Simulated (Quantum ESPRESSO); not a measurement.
The system is Al2Au.

```xyz
3
Lattice="0.0000 3.0000 3.0000 3.0000 0.0000 3.0000 3.0000 3.0000 0.0000" Properties=species:S:1:pos:R:3 pbc="T T T"
Au    0.0000    0.0000    0.0000
Al    4.5000    4.5000    4.5000
Al    1.5000    1.5000    1.5000
```

```yaml
Program: Quantum ESPRESSO 7.5
Task: phonons
Functional: LDA
Potentials_or_basis: JTH 2.0 LDA
Cutoff: 707 eV
Density_cutoff: 4245 eV
k_mesh: 8 × 8 × 8
Occupations: gaussian, width 0.136 eV
Spin: no spin polarisation
Form_of_the_LDA_correlation: PW92
Mixing_beta: 0.5
Most_SCF_iterations: 120
SCF_threshold: 6e-10 Ry
```

The cell and the atoms were relaxed first, to 17.55 Å³/atom (a = 4.207 Å, b = 4.207 Å, c = 4.207 Å, α = 60.00°, β = 60.00°, γ = 60.00°), and the response was taken there.

What is the highest optical frequency at the zone centre?

263 cm⁻¹, a mode of symmetry T2g (Raman).

Optical modes at Γ, degenerate ones joined:
```csv
cm⁻¹,components,symmetry,active in
235,3,T1u,IR
263,3,T2g,Raman
```
